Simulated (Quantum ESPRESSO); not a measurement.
# WS2 (Tungstenite) (P6_3/mmc) in Quantum ESPRESSO: phonons with PBE

Aim: the phonons of WS2 (Tungstenite) with PBE.

All numbers are computed with Quantum ESPRESSO 7.5; they aren't measurements. Logs are shortened: lines on timing, memory, paths and dates and some standing lists are left out, and cuts for length are marked.

**1. The structure**

Symmetry: P6_3/mmc, No. 194, hexagonal system. Conventional cell: a = 3.180 Å, b = 3.180 Å, c = 12.500 Å, α = 90.00°, β = 90.00°, γ = 120.00°. W (site symmetry -6m2) has 6 S at 2.41 Å as nearest neighbours. Around S (site symmetry 3m) lie 3 W at 2.41 Å.

**2. Phonons, PBE**

The input, pw.in:

```
&CONTROL
  calculation = 'scf'
  prefix = 'pwscf'
  outdir = './tmp'
  pseudo_dir = './pseudo'
  tprnfor = .true.
  tstress = .true.
  disk_io = 'low'
/
&SYSTEM
  ibrav = 0
  celldm(1) = 8
  nat = 6
  ntyp = 2
  ecutwfc = 52
  ecutrho = 312
  nbnd = 36
  occupations = 'smearing'
  smearing = 'fd'
  degauss = 0.00367493
/
&ELECTRONS
  conv_thr = 1.2d-09
  electron_maxstep = 120
  mixing_beta = 0.5
/
ATOMIC_SPECIES
W    183.8400 W.GGA_PBE-JTH.UPF
S     32.0600 S.GGA_PBE-JTH.UPF
CELL_PARAMETERS alat
  0.7511661345387   0.0000000000000   0.0000000000000
 -0.3755830672694   0.6505289549650   0.0000000000000
  0.0000000000000   0.0000000000000   2.9526970697278
ATOMIC_POSITIONS crystal
W      0.6666666667    0.3333333333    0.7500000000
W      0.3333333333    0.6666666667    0.2500000000
S      0.6666666667    0.3333333333    0.3750000000
S      0.3333333333    0.6666666667    0.8750000000
S      0.6666666667    0.3333333333    0.1250000000
S      0.3333333333    0.6666666667    0.6250000000
K_POINTS automatic
8 8 2 0 0 1
```

The input, relax.in:

```
&CONTROL
  calculation = 'vc-relax'
  prefix = 'pwscf'
  outdir = './tmp'
  pseudo_dir = './pseudo'
  tprnfor = .true.
  tstress = .true.
  disk_io = 'low'
  nstep = 40
  forc_conv_thr = 0.0001
  etot_conv_thr = 1d-06
/
&SYSTEM
  ibrav = 0
  celldm(1) = 8
  nat = 6
  ntyp = 2
  ecutwfc = 52
  ecutrho = 312
  nbnd = 36
  occupations = 'smearing'
  smearing = 'fd'
  degauss = 0.00367493
/
&ELECTRONS
  conv_thr = 1.2d-09
  electron_maxstep = 120
  mixing_beta = 0.5
/
&IONS
  ion_dynamics = 'bfgs'
/
&CELL
  cell_dynamics = 'bfgs'
  press = 0
  press_conv_thr = 0.2
/
ATOMIC_SPECIES
W    183.8400 W.GGA_PBE-JTH.UPF
S     32.0600 S.GGA_PBE-JTH.UPF
CELL_PARAMETERS alat
  0.7511661345340   0.0000000000000   0.0000000000000
 -0.3755830672670   0.6505289549690   0.0000000000000
  0.0000000000000   0.0000000000000   2.9526970697278
ATOMIC_POSITIONS crystal
W      0.6666666666    0.3333333332    0.7500000000
W      0.3333333332    0.6666666666    0.2500000000
S      0.6666666666    0.3333333332    0.3750000000
S      0.3333333332    0.6666666666    0.8750000000
S      0.6666666666    0.3333333332    0.1250000000
S      0.3333333332    0.6666666666    0.6250000000
K_POINTS automatic
8 8 2 0 0 1
```

The input, gamma.in:

```
&CONTROL
  calculation = 'bands'
  prefix = 'pwscf'
  outdir = './tmp'
  pseudo_dir = './pseudo'
  disk_io = 'low'
  verbosity = 'high'
/
&SYSTEM
  ibrav = 0
  celldm(1) = 8
  nat = 6
  ntyp = 2
  ecutwfc = 52
  ecutrho = 312
  nbnd = 36
  occupations = 'smearing'
  smearing = 'fd'
  degauss = 0.00367493
/
&ELECTRONS
  conv_thr = 1d-08
  electron_maxstep = 120
  mixing_beta = 0.5
  diago_full_acc = .true.
  startingwfc = 'random'
/
ATOMIC_SPECIES
W    183.8400 W.GGA_PBE-JTH.UPF
S     32.0600 S.GGA_PBE-JTH.UPF
CELL_PARAMETERS alat
  0.7530794455032  -0.0000000000068   0.0000000000000
 -0.3765397227457   0.6521859308770   0.0000000000000
  0.0000000000000   0.0000000000000   3.3356026674891
ATOMIC_POSITIONS crystal
W      0.6666666665    0.3333333331    0.7500000000
W      0.3333333331    0.6666666665    0.2500000000
S      0.6666666665    0.3333333331    0.3612368184
S      0.3333333331    0.6666666665    0.8612368184
S      0.6666666665    0.3333333331    0.1387631816
S      0.3333333331    0.6666666665    0.6387631816
K_POINTS crystal
1
0.0 0.0 0.0 1
```

The input, scf2.in:

```
&CONTROL
  calculation = 'scf'
  prefix = 'pwscf'
  outdir = './tmp'
  pseudo_dir = './pseudo'
  tprnfor = .true.
  tstress = .true.
  disk_io = 'low'
/
&SYSTEM
  ibrav = 0
  celldm(1) = 8
  nat = 6
  ntyp = 2
  ecutwfc = 52
  ecutrho = 312
  nbnd = 36
  occupations = 'fixed'
/
&ELECTRONS
  conv_thr = 1d-13
  electron_maxstep = 120
  mixing_beta = 0.5
  startingpot = 'file'
/
ATOMIC_SPECIES
W    183.8400 W.GGA_PBE-JTH.UPF
S     32.0600 S.GGA_PBE-JTH.UPF
CELL_PARAMETERS alat
  0.7530794455032  -0.0000000000068   0.0000000000000
 -0.3765397227457   0.6521859308770   0.0000000000000
  0.0000000000000   0.0000000000000   3.3356026674891
ATOMIC_POSITIONS crystal
W      0.6666666665    0.3333333331    0.7500000000
W      0.3333333331    0.6666666665    0.2500000000
S      0.6666666665    0.3333333331    0.3612368184
S      0.3333333331    0.6666666665    0.8612368184
S      0.6666666665    0.3333333331    0.1387631816
S      0.3333333331    0.6666666665    0.6387631816
K_POINTS automatic
8 8 2 0 0 1
```

The input, ph.in:

```
phonons of WS2
&INPUTPH
  prefix = 'pwscf'
  outdir = './tmp'
  tr2_ph = 1d-18
  fildyn = 'dyn'
  niter_ph = 90
  alpha_mix(1) = 0.7
  epsil = True
/
0.0000000000 0.0000000000 0.0000000000
```

The input, dynmat.in:

```
&INPUT
  fildyn = 'dyn'
  asr = 'crystal'
  lperm = .true.
  filout = 'dynmat.disp'
  fileig = 'dynmat.eig'
/
```

The input, dynmat_lo.in:

```
&INPUT
  fildyn = 'dyn'
  asr = 'crystal'
  filout = 'dynmat_lo.disp'
  fileig = 'dynmat_lo.eig'
  q(1) = 0
  q(2) = 0
  q(3) = 1
/
```

Potentials or basis: JTH 2.0 PBE.

On the command line:

```
$ OMP_NUM_THREADS=1 mpirun -n 4 pw.x -nk 2 -in pw.in > pw.out
$ OMP_NUM_THREADS=1 mpirun -n 4 pw.x -nk 2 -in relax.in > relax.out
$ OMP_NUM_THREADS=1 mpirun -n 4 pw.x -in gamma.in > gamma.out
$ OMP_NUM_THREADS=1 mpirun -n 4 pw.x -nk 2 -in scf2.in > scf2.out
$ OMP_NUM_THREADS=1 mpirun -n 4 ph.x -nk 2 -in ph.in > ph.out
$ OMP_NUM_THREADS=1 mpirun -n 1 dynmat.x -in dynmat.in > dynmat.out
$ OMP_NUM_THREADS=1 mpirun -n 1 dynmat.x -in dynmat_lo.in > dynmat_lo.out
```

pw.out:

```text
This program is part of the open-source Quantum ESPRESSO suite
     for quantum simulation of materials; please cite
         "P. Giannozzi et al., J. Phys.:Condens. Matter 21 395502 (2009);
         "P. Giannozzi et al., J. Phys.:Condens. Matter 29 465901 (2017);
         "P. Giannozzi et al., J. Chem. Phys. 152 154105 (2020);
     in publications or presentations arising from this work. More details at

     file W.GGA_PBE-JTH.UPF: wavefunction(s)  5S 6S 5P 6P 5D 0D renormalized
     file S.GGA_PBE-JTH.UPF: wavefunction(s)  3S 0S 3P 0P renormalized
     Message from routine setup:
     using ibrav=0 with symmetry is DISCOURAGED, use correct ibrav instead

     K-points division:     npool     =       2
     Subspace diagonalization in iterative solution of the eigenvalue problem:
     a serial algorithm will be used

     --------------------
     sticks:   dense  smooth     PW     G-vecs:    dense   smooth      PW
     Min         384     255     75                34344    18701    3055
     Max         385     256     76                34357    18710    3070
     Sum         769     511    151                68701    37411    6125

     Using Slab Decomposition

     bravais-lattice index     =            0
     lattice parameter (alat)  =       8.0000  a.u.
     unit-cell volume          =     738.7398 (a.u.)^3
     number of atoms/cell      =            6
     number of atomic types    =            2
     number of electrons       =        52.00
     number of Kohn-Sham states=           36
     kinetic-energy cutoff     =      52.0000  Ry
     charge density cutoff     =     312.0000  Ry
     scf convergence threshold =      1.2E-09
     mixing beta               =       0.5000
     number of iterations used =            8  plain     mixing
     Exchange-correlation= SLA PW PBX PBC
                           (   1   4   3   4   0   0   0)

     celldm(1)=   8.000000  celldm(2)=   0.000000  celldm(3)=   0.000000
     celldm(4)=   0.000000  celldm(5)=   0.000000  celldm(6)=   0.000000

     crystal axes: (cart. coord. in units of alat)
               a(1) = (   0.751166   0.000000   0.000000 )
               a(2) = (  -0.375583   0.650529   0.000000 )
               a(3) = (   0.000000   0.000000   2.952697 )

     reciprocal axes: (cart. coord. in units 2 pi/alat)
               b(1) = (  1.331263  0.768605 -0.000000 )
               b(2) = (  0.000000  1.537211  0.000000 )
               b(3) = (  0.000000 -0.000000  0.338673 )

     PseudoPot. # 1 for W  read from file:
     W.GGA_PBE-JTH.UPF
     Pseudo is Projector augmented-wave + core cor, Zval = 14.0
     Generated using ATOMPAW code
     Shape of augmentation charge: BESSEL
     Using radial grid of 1121 points,  6 beta functions with:
                l(1) =   0
                l(2) =   0
                l(3) =   1
                l(4) =   1
                l(5) =   2
                l(6) =   2
     Q(r) pseudized with 0 coefficients

     PseudoPot. # 2 for S  read from file:
     S.GGA_PBE-JTH.UPF
     Pseudo is Projector augmented-wave + core cor, Zval =  6.0
     Generated using ATOMPAW code
     Shape of augmentation charge: SINC**2
     Using radial grid of  999 points,  4 beta functions with:
                l(1) =   0
                l(2) =   0
                l(3) =   1
                l(4) =   1
     Q(r) pseudized with 0 coefficients

     atomic species   valence    mass     pseudopotential
     W                14.00   183.84000     W ( 1.00)
     S                 6.00    32.06000     S ( 1.00)

     24 Sym. Ops., with inversion, found (12 have fractional translation)

   Cartesian axes

     site n.     atom                  positions (alat units)
         1        W      tau(   1) = (   0.3755831   0.2168430   2.2145228  )
         2        W      tau(   2) = (  -0.0000000   0.4336860   0.7381743  )
         3        S      tau(   3) = (   0.3755831   0.2168430   1.1072614  )
         4        S      tau(   4) = (  -0.0000000   0.4336860   2.5836099  )
         5        S      tau(   5) = (   0.3755831   0.2168430   0.3690871  )
         6        S      tau(   6) = (  -0.0000000   0.4336860   1.8454357  )

     number of k points=    10  Fermi-Dirac smearing, width (Ry)=  0.0037
                       cart. coord. in units 2pi/alat
        k(    1) = (   0.0000000   0.0000000   0.0846684), wk =   0.0312500
        k(    2) = (   0.0000000   0.1921513   0.0846684), wk =   0.1875000
        k(    3) = (   0.0000000   0.3843026   0.0846684), wk =   0.1875000
        k(    4) = (   0.0000000   0.5764540   0.0846684), wk =   0.1875000
        k(    5) = (   0.0000000  -0.7686053   0.0846684), wk =   0.0937500
        k(    6) = (   0.1664079   0.2882270   0.0846684), wk =   0.1875000
        k(    7) = (   0.1664079   0.4803783   0.0846684), wk =   0.3750000
        k(    8) = (   0.1664079   0.6725296   0.0846684), wk =   0.3750000
        k(    9) = (   0.3328159   0.5764540   0.0846684), wk =   0.1875000
        k(   10) = (   0.3328159   0.7686053   0.0846684), wk =   0.1875000

     Dense  grid:    68701 G-vectors     FFT dimensions: (  36,  36, 144)

     Smooth grid:    37411 G-vectors     FFT dimensions: (  27,  27, 120)

     Check: negative core charge=   -0.000005

     Initial potential from superposition of free atoms

     starting charge      51.9988, renormalised to      52.0000

     negative rho (up, down):  2.116E-01 0.000E+00
     Starting wfcs are   68 randomized atomic wfcs
     Checking if some PAW data can be deallocated...

     Self-consistent Calculation

     iteration #  1     ecut=    52.00 Ry     beta= 0.50
     Davidson diagonalization with overlap
     ethr =  1.00E-02,  avg # of iterations =  3.8

     Threshold (ethr) on eigenvalues was too large:
     Diagonalizing with lowered threshold

     Davidson diagonalization with overlap
     ethr =  3.12E-04,  avg # of iterations =  2.7

     negative rho (up, down):  2.290E-01 0.000E+00

     total energy              =   -1786.02094369 Ry
     estimated scf accuracy    <       0.19035041 Ry

     iteration #  2     ecut=    52.00 Ry     beta= 0.50
     Davidson diagonalization with overlap
     ethr =  3.66E-04,  avg # of iterations =  2.0
[... 78 lines left out ...]
     iteration # 11     ecut=    52.00 Ry     beta= 0.50
     Davidson diagonalization with overlap
     ethr =  2.46E-12,  avg # of iterations =  4.0

     negative rho (up, down):  2.404E-01 0.000E+00

     End of self-consistent calculation

          k = 0.0000 0.0000 0.0847 (  4626 PWs)   bands (ev):

   -63.5618 -63.5618 -27.7950 -27.7949 -27.6466 -27.6466 -27.6466 -27.6466
    -4.4057  -4.2753  -2.8034  -2.5515   3.7260   4.3600   7.5818   7.5818
     7.5899   7.5899   7.7008   8.8129   8.8129   8.8432   8.8432   9.0182
    10.4022  11.0232  13.3514  13.3514  13.3544  13.3544  13.4748  13.4748
    13.5798  13.5798  15.7568  15.9360

          k = 0.0000 0.1922 0.0847 (  4640 PWs)   bands (ev):
[... 17 lines left out ...]
   -63.5473 -63.5473 -27.9333 -27.9333 -27.7416 -27.7416 -27.7142 -27.7142
    -2.6538  -2.5595  -2.1173  -2.0065   4.2945   4.4667   5.5067   5.5877
     5.9370   6.2706   7.2031   7.2501   8.2752   8.5672   8.9379   9.0256
     9.1947   9.3760  13.0809  13.1124  13.1529  13.4786  14.1709  14.6865
    14.9415  15.1916  16.3476  16.9651

          k = 0.0000-0.7686 0.0847 (  4700 PWs)   bands (ev):

   -63.5449 -63.5449 -27.9811 -27.9811 -27.7324 -27.7324 -27.7257 -27.7257
    -2.2360  -2.1777  -1.9616  -1.9085   3.8643   4.0315   5.1915   5.3022
     5.8435   6.2344   7.0097   7.0580   8.2436   8.3616   9.1166   9.2309
     9.4637   9.5772  13.3152  13.3419  13.7094  13.8623  14.3037  14.8194
    15.0543  15.3489  15.3951  15.8111

          k = 0.1664 0.2882 0.0847 (  4657 PWs)   bands (ev):

   -63.5551 -63.5551 -27.7761 -27.7761 -27.7703 -27.7702 -27.6837 -27.6837
    -3.6828  -3.5567  -2.5147  -2.3132   4.5243   5.1147   6.1583   6.1827
     6.7938   7.2489   7.5056   7.6413   8.1506   8.1699   9.0478   9.4082
     9.8691   9.9177  12.4580  12.8834  13.0496  13.1673  13.4801  13.4960
    14.4942  14.6458  18.0613  18.3465
[... 27 lines left out ...]
   -63.5431 -63.5431 -27.9235 -27.9235 -27.8281 -27.8281 -27.7259 -27.7259
    -1.9592  -1.9313  -1.8131  -1.7870   4.7220   4.7325   4.8252   4.8259
     6.0408   6.1909   6.6519   6.7892   7.0646   7.2606   8.1007   8.3052
    10.2094  10.3408  12.5583  12.5585  13.5396  14.1756  14.2608  14.4075
    15.6027  15.9575  16.7976  17.0674

     the Fermi energy is    11.6423 ev

!    total energy              =   -1786.05303856 Ry
     total all-electron energy =     -1786.053039 Ry
     estimated scf accuracy    <          4.1E-10 Ry
     smearing contrib. (-TS)   =      -0.00000001 Ry
     internal energy E=F+TS    =   -1786.05303855 Ry

     The total energy is F=E-TS. E is the sum of the following terms:
     one-electron contribution =    -160.87244725 Ry
     hartree contribution      =     115.59593666 Ry
     xc contribution           =     -80.79469225 Ry
     ewald contribution        =    -234.29626753 Ry
     one-center paw contrib.   =   -1425.68556817 Ry

     convergence has been achieved in  11 iterations

     negative rho (up, down):  2.404E-01 0.000E+00

     Forces acting on atoms (cartesian axes, Ry/au):

     atom    1 type  1   force =     0.00000000   -0.00000000   -0.00000000
     atom    2 type  1   force =     0.00000000    0.00000000    0.00000000
     atom    3 type  2   force =    -0.00000000   -0.00000000    0.00517022
     atom    4 type  2   force =     0.00000000   -0.00000000    0.00517022
     atom    5 type  2   force =    -0.00000000    0.00000000   -0.00517022
     atom    6 type  2   force =    -0.00000000   -0.00000000   -0.00517022

     Total force =     0.010340     Total SCF correction =     0.000061

     Computing stress (Cartesian axis) and pressure

     negative rho (up, down):  2.404E-01 0.000E+00
          total   stress  (Ry/bohr**3)                   (kbar)     P=       23.23
   0.00011714   0.00000000  -0.00000000           17.23        0.00       -0.00
   0.00000000   0.00011714  -0.00000000            0.00       17.23       -0.00
   0.00000000   0.00000000   0.00023951            0.00        0.00       35.23

=------------------------------------------------------------------------------=
   JOB DONE.
=------------------------------------------------------------------------------=
```

Wall time 24 min (4 MPI ranks of Arm Neoverse V2, shared host); peak memory 0.68 GiB.

Results:

| Quantity | Value |
| --- | --- |
| Free energy | -24300.5717 eV |
| Relaxed volume | 20.72 Å³/atom |
| Relaxed cell | a = 3.188 Å, b = 3.188 Å, c = 14.121 Å, α = 90.00°, β = 90.00°, γ = 120.00° |
| Space group after relaxing (to 0.05 Å) | P6_3/mmc (No. 194) |
| Pressure after relaxing | 0.1 GPa |
| Electronic dielectric tensor (diagonal) | 12.16, 12.16, 3.71 |
| Born charges (mean of the diagonal) | W -0.38; S +0.19 e |
| Highest phonon frequency at Γ, LO-TO splitting left out | 425 cm⁻¹ |

Stress tensor (GPa, compression positive):
```
0.08 0.00 0.00
0.00 0.08 0.00
0.00 0.00 0.19
```

Step by step:
```csv
step,energy change (eV),largest force (eV/Å),pressure (GPa),volume (Å³)
1,0.0000,0.1329,2.32,109.47
2,-0.0115,0.1644,0.14,110.77
3,-0.0143,0.1610,0.08,111.02
4,-0.0184,0.1521,0.04,111.36
5,-0.0242,0.1358,0.04,111.86
6,-0.0319,0.1148,0.02,112.59
7,-0.0416,0.0833,0.04,113.66
8,-0.0527,0.0424,0.08,115.24
9,-0.0633,0.0100,0.15,117.62
10,-0.0692,0.0497,0.18,120.62
11,-0.0705,0.0273,0.04,122.02
12,-0.0711,0.0085,-0.01,123.05
13,-0.0713,0.0031,0.01,123.85
14,-0.0713,0.0004,0.01,124.21
15,-0.0713,0.0004,0.01,124.30
```

Final structure:
```
W S
1.0
     3.18810    0.00000    0.00000
    -1.59405    2.76098    0.00000
     0.00000    0.00000   14.12100
W S
2 4
Cartesian
  1.5940 0.9203 10.5907
  0.0000 1.8407 3.5302
  1.5940 0.9203 5.1010
  0.0000 1.8407 12.1615
  1.5940 0.9203 1.9595
  0.0000 1.8407 9.0200
```

Levels at points of the mesh, in eV from the valence-band top:
| k point | band 22 | band 23 | band 24 | band 25 | band 26 | band 27 | band 28 | band 29 | band 30 | band 31 |
| --- | --- | --- | --- | --- | --- | --- | --- | --- | --- | --- |
| (0.00, 0.00, 0.25) | -1.82 | -1.82 | -1.82 | -0.39 | 0.00 | 2.66 | 2.66 | 2.66 | 2.66 | 2.80 |

Phonon frequencies in cm⁻¹ (negative: imaginary):
```tsv
q point	frequencies
(0.000, 0.000, 0.000)	-9 -7 0 0 6 6 286 286 286 286 345 345 345 345 406 406 425 425
```

Electronic dielectric tensor:
```
12.16  0.00  0.00
 0.00 12.16  0.00
 0.00  0.00  3.71
```

Born effective charge tensors (e):
atom 1, W
```
-0.48  0.00  0.00
 0.00 -0.48  0.00
 0.00  0.00 -0.19
```
atom 2, W
```
-0.48  0.00  0.00
 0.00 -0.48  0.00
 0.00  0.00 -0.19
```
atom 3, S
```
0.24 0.00 0.00
0.00 0.24 0.00
0.00 0.00 0.09
```
atom 4, S
```
0.24 0.00 0.00
0.00 0.24 0.00
0.00 0.00 0.09
```
atom 5, S
```
0.24 0.00 0.00
0.00 0.24 0.00
0.00 0.00 0.09
```
atom 6, S
```
0.24 0.00 0.00
0.00 0.24 0.00
0.00 0.00 0.09
```

Optical modes at Γ, degenerate ones joined, polar ones without the macroscopic field:
```
cm⁻¹  components  symmetry  active in  IR intensity, summed ((D/Å)²/amu)
  9i           1       B1g     silent                               0.00
   6           2       E2g      Raman                               0.00
 286           2       E1g      Raman                               0.00
 286           2       E2u     silent                               0.00
 345           2       E2g      Raman                               0.00
 345           2       E1u         IR                               0.45
 406           1       A1g      Raman                               0.00
 406           1       B2u     silent                               0.00
 425           1       A2u         IR                               0.03
 425           1       B1g     silent                               0.00
```

Caveat: the layers were relaxed without a dispersion term, so their spacing and the soft interlayer modes are unreliable; this functional lacks dispersion, which binds the layers, so the pressure and a relaxed spacing across them are unreliable. Spin-orbit coupling is left out, which matters for the levels of W.
